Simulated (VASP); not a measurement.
# PtSe2 (P-3m1) in VASP: further runs, part 2 of 2

VASP 6.6.1.

**4. Relaxation of the atoms, rev-vdW-DF2**

File INCAR:

```
SYSTEM = PtSe2
PREC = Accurate ; ENCUT = 520
EDIFF = 1E-6 ; ISMEAR = 0
SIGMA = 0.05 ; LREAL = .FALSE.
LASPH = .TRUE. ; NELM = 80
ALGO = Normal ; ISIF = 2
LWAVE = .FALSE. ; LCHARG = .FALSE.
GGA = MK ; LUSE_VDW = .TRUE.
AGGAC = 0.0 ; PARAM1 = 0.1234
PARAM2 = 0.711357 ; ZAB_VDW = -1.8867
IBRION = 2 ; NSW = 60
EDIFFG = -0.01 ; KPAR = 2
```

File KPOINTS:

```
regular mesh
0
G
  10 10 8
  0 0 0
```

File POSCAR:

```
PtSe2
1.0
    3.7240000000      0.0000000000      0.0000000000
   -1.8620000000      3.2250786000      0.0000000000
    0.0000000000      0.0000000000      4.8089000000
Pt Se
1 2
Direct
    0.0000000000      0.0000000000      0.0000000000
    0.3333333300      0.6666666700      0.2631578900
    0.6666666700      0.3333333300      0.7368421100
```

Potentials or basis: VASP PAW PBE potentials, release 64 (Pt, Se).

Command:

```
$ cat potpaw_PBE.64/Pt/POTCAR potpaw_PBE.64/Se/POTCAR > POTCAR
$ mpirun -np 2 vasp_std > vasp.out
```

OUTCAR:

```text
SYSTEM = PtSe2
   PREC = Accurate
   ENCUT = 520
   EDIFF = 1E-6
   ISMEAR = 0
   LREAL = .FALSE.
   LASPH = .TRUE.
   NELM = 80
   ISIF = 2
   GGA = MK
   IBRION = 2
   NSW = 60
   EDIFFG = -0.01

 ion  position               nearest neighbor table
   1  0.000  0.000  0.000-   2 2.49   3 2.49   2 2.49   3 2.49   3 2.49   2 2.49
   2  0.333  0.667  0.263-   1 2.49   1 2.49   1 2.49
   3  0.667  0.333  0.737-   1 2.49   1 2.49   1 2.49

  LATTYP: Found a hexagonal cell.
 ALAT       =     3.7240000000
 C/A-ratio  =     1.2913265306

  Lattice vectors:

 A1 = (   3.7240000000,   0.0000000000,   0.0000000000)
 A2 = (  -1.8620000000,   3.2250786000,   0.0000000000)
 A3 = (   0.0000000000,   0.0000000000,   4.8089000000)

Analysis of symmetry for initial positions (statically):
=====================================================================
 Subroutine PRICEL returns:
 Original cell was already a primitive cell.

 Routine SETGRP: Setting up the symmetry group for a
 hexagonal supercell.

 Subroutine GETGRP returns: Found 12 space group operations
 (whereof 12 operations were pure point group operations)
 out of a pool of 24 trial point group operations.

The static configuration has the point symmetry D_3d.

Analysis of symmetry for dynamics (positions and initial velocities):
=====================================================================
 Subroutine PRICEL returns:
 Original cell was already a primitive cell.

 Routine SETGRP: Setting up the symmetry group for a
 hexagonal supercell.

 Subroutine GETGRP returns: Found 12 space group operations
 (whereof 12 operations were pure point group operations)
 out of a pool of 24 trial point group operations.

The dynamic configuration has the point symmetry D_3d.

 Subroutine INISYM returns: Found 12 space group operations
 (whereof 12 operations are pure point group operations),
 and found     1 'primitive' translations

----------------------------------------------------------------------------------------

                                     Primitive cell

  volume of cell :      57.7558

  direct lattice vectors                    reciprocal lattice vectors
     3.724000000  0.000000000  0.000000000     0.268528464  0.155034981  0.000000000
    -1.862000000  3.225078600  0.000000000     0.000000000  0.310069962  0.000000000
     0.000000000  0.000000000  4.808900000     0.000000000  0.000000000  0.207947764

  length of vectors
     3.724000000  3.723999997  4.808900000     0.310069962  0.310069962  0.207947764

  position of ions in fractional coordinates (direct lattice)
     0.000000000  0.000000000  0.000000000
     0.333333330  0.666666670  0.263157890
     0.666666670  0.333333330  0.736842110

  ion indices of the primitive-cell ions
   primitive index   ion index
                 1           1
                 2           2
                 3           3

----------------------------------------------------------------------------------------

 KPOINTS: regular mesh

Automatic generation of k-mesh.
 Grid dimensions read from file:
 generate k-points for:   10   10    8

 Generating k-lattice:
[... 53 lines left out ...]
   PREC   = accura    normal or accurate (medium, high low for compatibility)
   ISTART =      0    job   : 0-new  1-cont  2-samecut
   ICHARG =      2    charge: 1-file 2-atom 10-const
   ISPIN  =      1    spin polarized calculation?
   LNONCOLLINEAR =      F non collinear calculations
   LSORBIT =      F    spin-orbit coupling
   LASPH  =      T    aspherical Exc in radial PAW
   ENCUT  =  520.0 eV  38.22 Ry    6.18 a.u.   6.92  6.92  8.94*2*pi/ulx,y,z
   NELM   =     80;   NELMIN=  2; NELMDL= -5     # of ELM steps
   EDIFF  = 0.1E-05   stopping-criterion for ELM
   LREAL  =      F    real-space projection
   EDIFFG = -.1E-01   stopping-criterion for IOM
   NSW    =     60    number of steps for IOM
   IBRION =      2    ionic relax: 0-MD 1-quasi-New 2-CG
   NFREE  =      1    steps in history (QN), initial steepest desc. (CG)
   ISIF   =      2    stress and relaxation
   ISYM   =      2    0-nonsym 1-usesym 2-fastsym
   POTIM  = 0.5000    time-step for ionic-motion
   TEBEG  =    0.0;   TEEND  =   0.0 temperature during run
   PSTRESS=    0.0 pullay stress
   NELECT =      22.0000    total number of electrons
   NUPDOWN=      -1.0000    fix difference up-down
   EMIN   =  10.00;   EMAX   =-10.00  energy-range for DOS
   EFERMI =   0.00;   METHOD = LEGACY
   ISMEAR =     0;   SIGMA  =   0.05  broadening in eV -4-tet -1-fermi 0-gaus
   EFERMI_NEDOS =   21; number of points for ismear=-14 and -15
   IALGO  =     38    algorithm
   IMIX   =      4    mixing-type and parameters
     AMIX     =   0.40;   BMIX     =  1.00
     AMIX_MAG =   1.60;   BMIX_MAG =  1.00
  volume/ion in A,a.u.               =      19.25       129.92
  Fermi-wavevector in a.u.,A,eV,Ry     =   1.186726  2.242587 19.161340  1.408319
  Thomas-Fermi vector in A             =   2.322893
   LORBIT       =      0    0 simple, 1 ext, 2 COOP (PROOUT), +10 PAW based schemes
   GGA     = MK    functional components
   LHFCALC =     F    Hartree Fock is set to
   AEXX    =    0.0000 exact exchange contribution
   IVDW_NL    =     1    kernel type
   BPARAM     = 6.3000
   IVDW    =     0    specifies the selected vdW correction
   LEPSILON=     F    determine dielectric tensor
   LRPA    =     F    only Hartree local field effects (RPA)
 conjugate gradient relaxation of ions
 non-spin polarized calculation
 Gauss-broadening in eV      SIGMA  =   0.05
  energy-cutoff  :      520.00
  volume of cell :       57.76
 maximum number of plane-waves:      1588
   NGX = 13   NGY = 13   NGZ = 17

--------------------------------------- Ionic step        1  -------------------------------------------

 number of electron      21.9999996 magnetization

 Free energy of the ion-electron system (eV)
  ---------------------------------------------------
  ext. energy  EPLUGINS =         0.00000000
  ---------------------------------------------------
  free energy    TOTEN  =        -9.34061505 eV

  energy without entropy =       -9.33919834  energy(sigma->0) =       -9.33990670

------------------------ aborting loop because EDIFF is reached ----------------------------------------

  FORCE on cell =-STRESS in cart. coord.  units (eV):
  Direction    XX          YY          ZZ          XY          YZ          ZX
  --------------------------------------------------------------------------------------
  -------------------------------------------------------------------------------------
  Total        3.0417261      3.0417261      2.3353135      0.0000000      0.0000000     -0.0000000
  in kB       84.3791151     84.3791149     64.7828493      0.0000000      0.0000000     -0.0000000
  external PRESSURE =      77.8470264 kB  Pullay stress =       0.0000000 kB
[... 65 lines left out ...]
--------------------------------------- Ionic step        3  -------------------------------------------

 number of electron      22.0000000 magnetization

 Free energy of the ion-electron system (eV)
  ---------------------------------------------------
  ext. energy  EPLUGINS =         0.00000000
  ---------------------------------------------------
  free energy    TOTEN  =        -9.36310559 eV

  energy without entropy =       -9.36181803  energy(sigma->0) =       -9.36246181

 E-fermi :   6.9645     XC(G=0): -11.0292

 val. band max:        6.9483844885   @ k =  -0.1000   0.3000   0.3750
 cond. band min:       6.9819615691   @ k =  -0.2000   0.5000   0.1250
 fundamental gap:      0.0335770806
 Fermi energy:         6.9645335066

 k-point     1 :       0.0000    0.0000    0.0000
  band No.  band energies     occupation
      1      -8.8751      2.00000
      2      -5.6561      2.00000
      3      -0.3602      2.00000
      4       0.7475      2.00000
      5       0.7475      2.00000
      6       3.1381      2.00000
      7       3.1381      2.00000
      8       4.3840      2.00000
      9       6.0463      2.00000
     10       6.0463      2.00000
     11       7.8127      0.00000
     12       7.9632      0.00000
     13       7.9632      0.00000
     14      10.3433      0.00000
[... 401 lines left out ...]
      2      -6.6699      2.00000
      3      -0.3297      2.00000
      4       1.3557      2.00000
      5       1.4306      2.00000
      6       3.0262      2.00000
      7       3.1411      2.00000
      8       3.4068      2.00000
      9       3.6822      2.00000
     10       3.7884      2.00000
     11       4.2444      2.00000
     12       7.7600      0.00000
     13       9.2162      0.00000
     14      11.8238      0.00000
     15      12.4823      0.00000

 [... further k-points ...]

------------------------ aborting loop because EDIFF is reached ----------------------------------------

  FORCE on cell =-STRESS in cart. coord.  units (eV):
  Direction    XX          YY          ZZ          XY          YZ          ZX
  --------------------------------------------------------------------------------------
  -------------------------------------------------------------------------------------
  Total        2.1429379      2.1429379      1.3733438      0.0000000      0.0000000      0.0000000
  in kB       59.4462469     59.4462467     38.0972956      0.0000000      0.0000000      0.0000000
  external PRESSURE =      52.3299297 kB  Pullay stress =       0.0000000 kB
[... 22 lines left out ...]
  energy  without entropy=       -9.3618180335  energy(sigma->0) =       -9.36246181

Total vdW correction in eV:      2.9406280

 reached required accuracy - stopping structural energy minimisation
```

It took 99 s on 2 MPI ranks of Intel Xeon 6975P-C (Granite Rapids), shared host; peak memory 0.41 GiB.

Results:

* Free energy: -9.3631 eV
* Energy gained by relaxing: 7.5 meV/atom
* Ionic steps: 3
* Pressure after relaxing: 5.2 GPa
* Largest force after relaxing: 0.008 eV/Å
* Band gap on the k mesh: none (metal or under the smearing width)

Forces on the atoms (eV/Å):
```
Pt   0.000  0.000  0.000
Se   0.000  0.000 -0.008
Se   0.000  0.000  0.008
```

Stress tensor (GPa, compression positive):
```
5.94 0.00 0.00
0.00 5.94 0.00
0.00 0.00 3.81
```

Step by step:
```tsv
step	energy change (eV)	largest force (eV/Å)	pressure (GPa)
1	0.0000	0.5475	7.78
2	-0.0196	0.1968	6.14
3	-0.0225	0.0083	5.23
```

Final structure:
```xyz
3
Lattice="3.7240 0.0000 0.0000 -1.8620 3.2251 0.0000 0.0000 0.0000 4.8089" Properties=species:S:1:pos:R:3 pbc="T T T"
Pt    0.0000    0.0000    0.0000
Se    0.0000    2.1501    1.3074
Se    1.8620    1.0750    3.5015
```

Levels at points of the mesh, in eV from the Fermi level:
```tsv
k point	band 9	band 10	band 11	band 12	band 13	band 14
(0.00, 0.00, 0.00)	-0.92	-0.92	0.85	1.00	1.00	3.38
(0.50, 0.00, 0.00)	-3.29	-3.26	-2.92	0.47	2.59	5.25
(0.00, 0.00, 0.50)	-1.73	-1.73	-1.71	2.40	2.40	5.03
(0.50, 0.00, 0.50)	-3.05	-2.43	-1.10	0.51	1.59	4.85
```

Caveat: the PAW data sets were made with another functional, which shifts forces and pressure a little.

**5. Relaxation of the atoms, optB88-vdW**

File INCAR:

```
  PREC = Accurate
  ENCUT = 520
  EDIFF = 1E-6
  ISMEAR = 0
  SIGMA = 0.05
  LREAL = F
  LASPH = T
  NELM = 80
  ALGO = Normal
  ISIF = 2
  LWAVE = F
  LCHARG = F
  GGA = BO
  LUSE_VDW = T
  AGGAC = 0.0
  PARAM1 = 0.1833333333
  PARAM2 = 0.22
  IBRION = 2
  NSW = 60
  EDIFFG = -0.01
  KPAR = 2
```

File KPOINTS:

```
Automatic mesh
0
Gamma
  10 10 8
```

POSCAR is that of step 4.

Command:

```
$ cat potpaw_PBE.64/Pt/POTCAR potpaw_PBE.64/Se/POTCAR > POTCAR
$ mpirun -np 2 vasp_std > vasp.out
```

Run time: 2.5 min. Hardware: 2 MPI ranks of Intel Xeon Platinum 8259CL at 2.50GHz (Skylake/Cascade Lake), shared host; peak memory 0.42 GiB.

Results (log left out):

```yaml
Free_energy: -8.2539 eV
Energy_gained_by_relaxing: 11.6 meV/atom
Ionic_steps: 3
Pressure_after_relaxing: 7.6 GPa
Largest_force_after_relaxing: 0.007 eV/Å
Band_gap_on_the_k_mesh: none (metal or under the smearing width)
```

Forces on the atoms (eV/Å):
```
Pt   0.000  0.000  0.000
Se   0.000  0.000 -0.007
Se   0.000  0.000  0.007
```

Stress tensor (GPa, compression positive):
```
8.38 0.00 0.00
0.00 8.38 0.00
0.00 0.00 6.14
```

Step by step:
| step | energy change (eV) | largest force (eV/Å) | pressure (GPa) |
| --- | --- | --- | --- |
| 1 | 0.0000 | 0.6949 | 10.69 |
| 2 | -0.0310 | 0.2329 | 8.63 |
| 3 | -0.0349 | 0.0065 | 7.63 |

Final structure:
```xyz
3
Lattice="3.7240 0.0000 0.0000 -1.8620 3.2251 0.0000 0.0000 0.0000 4.8089" Properties=species:S:1:pos:R:3 pbc="T T T"
Pt    0.0000    0.0000    0.0000
Se    0.0000    2.1501    1.3165
Se    1.8620    1.0750    3.4924
```

Levels at points of the mesh, in eV from the Fermi level:
| k point | band 7 | band 8 | band 9 | band 10 | band 11 | band 12 | band 13 | band 14 | band 15 |
| --- | --- | --- | --- | --- | --- | --- | --- | --- | --- |
| (0.00, 0.00, 0.00) | -3.79 | -2.59 | -0.90 | -0.90 | 0.83 | 0.95 | 0.95 | 3.53 | 4.26 |
| (0.50, 0.00, 0.00) | -3.69 | -3.63 | -3.26 | -3.24 | -2.90 | 0.46 | 2.57 | 5.32 | 6.23 |
| (0.00, 0.00, 0.50) | -3.85 | -3.02 | -1.75 | -1.75 | -1.72 | 2.38 | 2.38 | 5.14 | 6.81 |
| (0.50, 0.00, 0.50) | -3.43 | -3.28 | -3.02 | -2.36 | -1.09 | 0.46 | 1.58 | 4.96 | 5.00 |

Caveat: the PAW data sets were made with another functional, which shifts forces and pressure a little.

**6. The runs side by side**

| level | potentials or basis | gap on the mesh (eV) | pressure (GPa) | largest force (eV/Å) |
| --- | --- | --- | --- | --- |
| PBE+D3(BJ) | VASP PAW PBE potentials, release 64 (Pt, Se) | none | 2.7 | 0.01 |
| LDA | VASP PAW LDA potentials, release 64 (Pt, Se) | none | 0.7 | - |
| rev-vdW-DF2 | VASP PAW PBE potentials, release 64 (Pt, Se) | none | 5.2 | 0.01 |
| optB88-vdW | VASP PAW PBE potentials, release 64 (Pt, Se) | none | 7.6 | 0.01 |

Alike in all rows: task relaxation of the atoms; no spin polarisation; cell atoms relaxed; k mesh 10 × 10 × 8; cutoff (eV) 520; smearing gaussian 0.05 eV.

Caveats: the PAW data sets were made with another functional, which shifts forces and pressure a little (some runs); pairwise dispersion overbinds metals, which lowers pressure and volume (some runs).

Total energies depend on the potentials used, so only differences within one code and one set of settings carry meaning.
